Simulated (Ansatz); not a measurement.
Task: a Berry-phase polarisation of MgTe, space group P6_3mc, with the Python package of Ansatz (0.2.0). Give the script and its output. Use (first run): PBE, PAW, the default cutoff (420 eV here), 4×4×2 k-points, fixed occupations.

```xyz
4
Lattice="4.5200 0.0000 0.0000 -2.2600 3.9144 0.0000 0.0000 0.0000 7.3300" Properties=species:S:1:pos:R:3 pbc="T T T"
Mg    0.0000    2.6096    0.0000
Mg    2.2600    1.3048    3.6650
Te    0.0000    2.6096    2.8220
Te    2.2600    1.3048    6.4870
```

`run_berry.py`:
```python
'''Berry-phase polarisation of MgTe, and a Born charge from a small shift.'''

import warnings

import ansatz as az
import numpy as np

SETTINGS = {
    'k_spacing': 0.52,
    'tolerance': 1e-05,
    'max_scf': 150,
    'n_empty': 16,
    'xc': 'pbe',
    'occupations': 'fixed',
}


def main() -> None:
    warnings.simplefilter('ignore', az.DeckWarning)

    structure = (
        az.Lattice.of((4.52, 0.0, 0.0), (-2.26, 3.914435, 0.0), (0.0, 0.0, 7.33))
        .atom('Mg', (1 / 3, 2 / 3, 0.0))
        .atom('Mg', (2 / 3, 1 / 3, 0.5))
        .atom('Te', (1 / 3, 2 / 3, 0.385))
        .atom('Te', (2 / 3, 1 / 3, 0.885))
    )

    def polarisation(structure):
        return (
            structure.calculation()
            .kpoints(spacing=SETTINGS['k_spacing'])
            .scf(tolerance=SETTINGS['tolerance'], max_iterations=SETTINGS['max_scf'], extra_bands=SETTINGS['n_empty'])
            .functional(SETTINGS['xc'])
            .occupations(SETTINGS['occupations'])
            .polarization()
            .run()
            .polarization()
        )


    vectors = np.array(structure.lattice.vectors)
    shifted = structure.move(0, to=np.array(structure.sites[0].position) + 0.03 * np.linalg.inv(vectors)[1])
    before, after = polarisation(structure), polarisation(shifted)
    for label, p in (('as typed', before), ('shifted', after)):
        print(label, 'reduced polarisation:', [round(axis.reduced, 4) for axis in p.axes], 'modulo', p.modulus)
    # take the change on the nearest branch, then turn it into a dipole per cell
    change = np.array([b.reduced - a.reduced for a, b in zip(before.axes, after.axes)])
    change -= before.modulus * np.round(change / before.modulus)
    dipole = change @ vectors
    print('dipole change (e A):', np.round(dipole, 4) + 0.0)
    print('column of the Born charge of', structure.sites[0].symbol, 'for a shift along y:', np.round(dipole / 0.03, 2) + 0.0)


if __name__ == '__main__':
    main()
```

```console
$ python run_berry.py
as typed reduced polarisation: [26.0, 26.0, 24.4595] modulo 2
shifted reduced polarisation: [26.0072, 26.0144, 24.4595] modulo 2
dipole change (e A): [0.     0.0562 0.    ]
column of the Born charge of Mg for a shift along y: [0.   1.87 0.  ]
```

What to keep in mind:
- The settings weren't tested for convergence.
- The structure is a deposited one; some such entries were measured under pressure or heat, so a shift against it needn't be the functional's error alone.
- Polarisation is defined up to a quantum, so only the change along a continuous path has meaning.
- Wall time of the script: 20 s on 1 thread of Arm Neoverse V2 (shared host), peak memory 0.43 GiB.

(Lines on the test bed's own set-up are left out of the output.)
